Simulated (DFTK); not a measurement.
# GaSb: single point with PBEsol

**Measured values to compare with.**

From a printed reference work, data compilation, for a bulk crystal of GaSb at 4.2 K: band gap 0.811 eV (direct).

The system is GaSb.

```
Sb Ga
1.0
     0.00000    3.05900    3.05900
     3.05900    0.00000    3.05900
     3.05900    3.05900    0.00000
Sb Ga
1 1
Direct
  0.75000 0.75000 0.75000
  0.00000 0.00000 0.00000
```

| Quantity | Value |
| --- | --- |
| Program | DFTK 0.8.2 |
| Task | single point |
| Functional | PBEsol |
| Potentials or basis | dojo.nc.sr.pbesol.v0_4_1.standard.upf (PBEsol) |
| Cutoff | 1088 eV |
| k mesh | 8 × 8 × 8 |
| Occupations | fermi-dirac, width 0.05 eV |
| Spin | no spin polarisation |
| Valence electrons | Ga 13, Sb 15 |
| SCF tolerance on the density | 1e-06 |

| Property | Result |
| --- | --- |
| Pressure | -0.2 GPa |
| Band gap on the k mesh | none (metal or under the smearing width) |

Levels at points of the mesh, in eV from the Fermi level:
```
             k point  band 10  band 11  band 12  band 13  band 14  band 15  band 16  band 17  band 18  band 19
  (0.00, 0.00, 0.00)   -15.01   -11.56    -0.08    -0.05    -0.05    -0.05     2.73     2.73     2.73     5.61
 (-0.50, 0.00, 0.00)   -15.01    -9.93    -6.43    -1.20    -1.20     0.30     3.68     3.68     6.32     9.22
(-0.50, -0.50, 0.00)   -15.01    -9.11    -6.86    -2.63    -2.63     0.80     1.12     8.66     8.66     9.95
```

Wall time 2.5 min on 1 thread of AMD EPYC 9R45 (Zen 5), with other jobs on the host, peak memory 2.1 GiB.

Against the measured gap of GaSb, 0.811 eV (direct; 4.2 K; a printed reference work, data compilation), the calculated 0.00 eV is off by -0.81 eV. Spin-orbit coupling on Ga, Sb is left out. The value is that of PBEsol on a finite k mesh, which can miss the band edges, without temperature or zero-point motion. Semilocal functionals fall short of measured gaps as a rule.

Caveat: this crystal is a semiconductor, whose small gap the functional closes, so the metal is an error of the method. Spin-orbit coupling is left out, which matters for the levels of Sb.
